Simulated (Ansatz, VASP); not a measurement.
## KCl: VASP beside Ansatz

```
K Cl
1.0
     3.55508    0.00000    0.00000
     0.00000    3.55508    0.00000
     0.00000    0.00000    3.77117
K Cl
1 1
Cartesian
  0.0000 0.0000 0.0000
  1.7775 1.7775 1.8856
```

Change from the starting cell: biaxial_xy strain -5.7%.

Alike in both runs: task single point; functional PBE; k mesh 8 × 8 × 8; occupations fermi-dirac, width 0.02 eV; no spin polarisation.

|  | VASP | Ansatz |
| --- | --- | --- |
| version | VASP 6.6.1 | Ansatz 0.2.0 |
| potentials or method | VASP PAW PBE potentials, release 64 (K_sv, Cl) | plane waves, PAW |
| plane-wave cutoff (eV) | 520 | 420 |
| valence electrons in the cell | 16 | 16 |

VASP gave:

| Quantity | Value |
| --- | --- |
| gap on the k mesh at the Fermi level (eV) | 5.40 |
| pressure (GPa) | 4.8 |
| largest component of the traceless stress (GPa) | 2.03 |

Problem. What did Ansatz give for the same quantities?

Solution. gap on the k mesh at the Fermi level (eV): 5.40; pressure (GPa): 4.7; largest component of the traceless stress (GPa): 2.04.

A k mesh can miss the band edges.
